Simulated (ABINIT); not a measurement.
Runs of ABINIT 10.8.3 (patched build) on SrO. It takes space group Fm-3m (No. 225, cubic). The conventional cell has a = 5.133 Å, b = 5.133 Å, c = 5.133 Å, α = 90.00°, β = 90.00°, γ = 90.00°. Sr (site symmetry m-3m) is surrounded by 6 O at 2.57 Å. O (site symmetry m-3m) has 6 Sr at 2.57 Å as nearest neighbours. 

| task | level | potentials or basis | k mesh | cutoff (eV) | fine-grid cutoff | mesh quality | gap on the mesh (eV) | pressure (GPa) | V0 of scaled cells (Å³/atom) | B0 (GPa) |
| --- | --- | --- | --- | --- | --- | --- | --- | --- | --- | --- |
| equation of state | LDA | JTH PAW LDA v2.0 | 9 × 9 × 9 | 490 | 979.61 eV | not flagged | - | - | 16.21 | 104 |
| equation of state | WC | JTH PAW PBE v2.0 | 9 × 9 × 9 | 626 | 1224.51 eV | not flagged | - | - | 16.77 | 94 |
| single point | PBEsol | JTH PAW PBE v2.0 | 5 × 5 × 5 | 626 | 1224.51 eV | coarse | 3.39 | (b) | - | - |
| equation of state | revPBE+D3 | JTH PAW PBE v2.0 | 9 × 9 × 9 | 626 | 1224.51 eV | not flagged | - | - | (a) | (c) |
| single point | PBE | JTH PAW PBE v2.0 | 7 × 7 × 7 | 626 | 1224.51 eV | not flagged | 3.41 | 3.0 | - | - |

Alike in all rows: no spin polarisation; cell as given; smearing fermi-dirac 0.05 eV.

Question: Fill in the values left out.

Answer: (a) 17.22; (b) -0.8; (c) 82.

Caveats: some runs use coarse meshes; pressures at fixed basis lie under the slope of the energies (some runs); the PAW data sets were made with another functional, which shifts forces and pressure a little (some runs); an odd mesh through Γ misses points on the zone boundary, where band edges often lie (some runs).

A k mesh can miss the band edges, and the runs leave out spin-orbit coupling on Sr.

Not every run made on this cell is shown here.
